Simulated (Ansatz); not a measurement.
FeO2: equation of state with PBEsol

FeO2:

```xyz
3
Lattice="1.4959 0.8636 4.9211 -1.4959 0.8636 4.9211 0.0000 -1.7273 4.9211" Properties=species:S:1:pos:R:3 pbc="T T T"
Fe    0.0000    0.0000    7.3817
O     0.0000    0.0000    3.4264
O     0.0000    0.0000   11.3371
```

The cell comes from a database or a generator and needn't be the stable form of this composition.

```json
{
  "Program": "Ansatz 0.2.0",
  "Task": "equation of state",
  "Functional": "PBEsol",
  "Potentials or basis": "Ansatz PAW",
  "Cutoff": "420 eV",
  "Density cutoff": "1680 eV",
  "k mesh": "10 × 10 × 10",
  "Occupations": "fermi-dirac, width 0.05 eV",
  "Spin": "collinear spin, ferromagnetic start",
  "Starting moments": "[3.0, 0.0, 0.0] μB"
}
```

The equilibrium volume is outside the volumes run.

Energy against volume, from the lowest point:
| volume (Å³/atom) | energy (meV/atom) |
| --- | --- |
| 11.952 | 0.00 |
| 12.206 | 31.21 |
| 12.461 | 65.88 |
| 12.715 | 103.61 |
| 12.969 | 143.87 |
| 13.224 | 186.40 |
| 13.478 | 230.79 |

All runs of the series together: 43 s on 2 threads of AMD EPYC 7R43 64-Core Processor (Zen 3), on a shared host.
